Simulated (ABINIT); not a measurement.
A run of ABINIT 10.8.3 (patched build) is set up as follows.

run.abi

```
pp_dirpath "./"
pseudos "As.upf, Ga.upf"

acell 3*1.0
rprim
     0.0000000000     5.3419722954     5.3419722954
     5.3419722954     0.0000000000     5.3419722954
     5.3419722954     5.3419722954     0.0000000000
ntypat 2
znucl 33 31
natom 2
typat 1 2
chkprim 0
chksymtnons 0
tolsym 1.0e-6
xred
            3/4            3/4            3/4
            0.0            0.0            0.0

ecut 1142.878222 eV
ecutsm 0.5

kptopt 1
ngkpt 6 6 6
nshiftk 1
shiftk 0.0 0.0 0.0

ixc 11

nband 18
occopt 3
tsmear 0.05 eV

nstep 80
tolvrs 1.0e-12

iomode 3
prteig 0
prtebands 0
prtwf 0
prtden 0

ionmov 2
optcell 2
ntime 50
tolmxf 2.0e-5
dilatmx 1.08
```

Potentials or basis: PseudoDojo NC SR PBE v0.5 standard.

Run with:

```sh
$ abinit run.abi > log 2>&1
```

Q: Estimate the relaxed volume.

A: 23.75 Å³/atom.

Q: What does it give for the band gap on the k mesh?

A: 0.14 eV, direct.

Final structure:
```cif
data_structure
_symmetry_space_group_name_H-M 'P 1'
_symmetry_Int_Tables_number 1
_cell_length_a 4.0652
_cell_length_b 4.0652
_cell_length_c 4.0652
_cell_angle_alpha 60.000
_cell_angle_beta 60.000
_cell_angle_gamma 60.000
_cell_volume 47.51
loop_
_atom_site_label
_atom_site_type_symbol
_atom_site_fract_x
_atom_site_fract_y
_atom_site_fract_z
_atom_site_occupancy
As1 As 0.75000 0.75000 0.75000 1
Ga1 Ga 0.00000 0.00000 0.00000 1
```

A k mesh can miss the band edges. As with any semilocal functional, this PBE gap is likely too small.
